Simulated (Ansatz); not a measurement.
# PbS (wurtzite type): optical response by level

Aim: the dielectric function of PbS (wurtzite type) in the independent-particle picture, and how it depends on the functional and on the gap. The runs, in order: HSE06 for the gap; optics with PBE on 6×6×4; optics with r2SCAN on 6×6×4; optics with LDA on 6×6×4; optics with PBE and scissors to the HSE06 gap on 6×6×4; optics with PBE with spin-orbit coupling on 6×6×4.

Program: Ansatz 0.2.0. Level of theory: plane waves, PAW; no local fields, no excitons. These are calculated values, not measurements.

### Step 1. The system as given

Symmetry: P6_3mc, No. 186, hexagonal system. Conventional cell: a = 4.997 Å, b = 4.997 Å, c = 5.998 Å, α = 90.00°, β = 90.00°, γ = 120.00°. Pb (site symmetry 3m) has 5 S at 2.89 to 3.02 Å as nearest neighbours. S (site symmetry 3m) is surrounded by 5 Pb at 2.89 to 3.02 Å.

As a file:

```xyz
4
Lattice="4.9970 0.0000 0.0000 -2.4985 4.3276 0.0000 0.0000 0.0000 5.9977" Properties=species:S:1:pos:R:3 pbc="T T T"
Pb    0.0000    2.8850   -0.3843
Pb    2.4985    1.4425    2.6145
S     0.0000    2.8850    2.6335
S     2.4985    1.4425    5.6323
```

The cell was relaxed beforehand with r2SCAN; those runs aren't shown. Spin-orbit coupling, which matters for Pb, is in the runs so named alone.

### Step 2. A hybrid for the gap

The input, input.yaml:

```yaml
crystal:
  lattice:
    - [4.9970300227, 0.0, 0.0]
    - [-2.4985150114, 4.3275549432, 0.0]
    - [0.0, 0.0, 5.9976969638]
  atoms:
    - { symbol: Pb, position: [0.3333333333, 0.6666666667, -0.0640822957] }
    - { symbol: Pb, position: [0.6666666667, 0.3333333333, 0.4359177043] }
    - { symbol: S, position: [0.3333333333, 0.6666666667, 0.4390822957] }
    - { symbol: S, position: [0.6666666667, 0.3333333333, 0.9390822957] }
kpoints:
  mp_grid: { grid: [6, 6, 2] }
  band_path:
    path:
      - [0.0, 0.0, 0.0]
      - [0.5, 0.0, 0.0]
      - [0.3333333333, 0.3333333333, 0.0]
      - [0.0, 0.0, 0.5]
      - [0.5, 0.0, 0.5]
      - [0.3333333333, 0.3333333333, 0.5]
    npoints: 1
hamiltonian:
  xc: hse06
scf:
  occupations: { method: fixed }
  n_extra_bands: 5
output:
  forces: true
  stress: true
  eigenvalues: true
```

Launch:

```sh
$ ansatz run input.yaml --threads 4 --pin off --max-ram 3686MiB --backend cpu --events-out ev --progress --plain --runs-dir out
```

After this run come: Optics, PBE; Optics, r2SCAN; Optics, LDA; Optics, PBE with a scissors shift; Optics, PBE with spin-orbit coupling.

**Question.** What will the summary of the whole plan be? Wanted: ε∞, PBE; ε∞, r2SCAN; ε∞, LDA; ε∞, PBE with spin-orbit coupling; tallest peak of ε₂, PBE; tallest peak of ε₂, r2SCAN; tallest peak of ε₂, LDA; tallest peak of ε₂, PBE with spin-orbit coupling; HSE06 direct gap.

**Answer**, as computed:

```
                                        quantity                                 value
                                         ε∞, PBE             8.86 (xx, yy), 13.20 (zz)
                                      ε∞, r2SCAN             8.00 (xx, yy), 11.16 (zz)
                                         ε∞, LDA             9.50 (xx, yy), 14.70 (zz)
                      ε∞, PBE + 0.56 eV scissors             7.90 (xx, yy), 11.27 (zz)
                ε∞, PBE with spin-orbit coupling            10.20 (xx, yy), 16.78 (zz)
                         tallest peak of ε₂, PBE  10.2 at 2.25 eV (complete to 2.5 eV)
                      tallest peak of ε₂, r2SCAN   8.5 at 2.50 eV (complete to 2.7 eV)
                         tallest peak of ε₂, LDA  11.9 at 2.10 eV (complete to 2.4 eV)
      tallest peak of ε₂, PBE + 0.56 eV scissors  10.3 at 2.80 eV (complete to 3.0 eV)
tallest peak of ε₂, PBE with spin-orbit coupling  16.8 at 1.95 eV (complete to 2.8 eV)
                                HSE06 direct gap                               1.99 eV
```

PBE + 0.56 eV scissors has the widest direct gap (1.99 eV) and PBE with spin-orbit coupling the narrowest (0.72 eV); ε∞ is 9.02 and 12.39 (mean of the axes): a wider gap screens less. Spin-orbit coupling moves the direct gap by -0.70 eV; ε∞ doesn't compare between these two runs, as the bands summed differ. The response is anisotropic: with PBE ε∞ is 8.86 (xx, yy), 13.20 (zz). Local fields and excitons are left out: both change ε∞, and without excitons the onset lacks its lines.
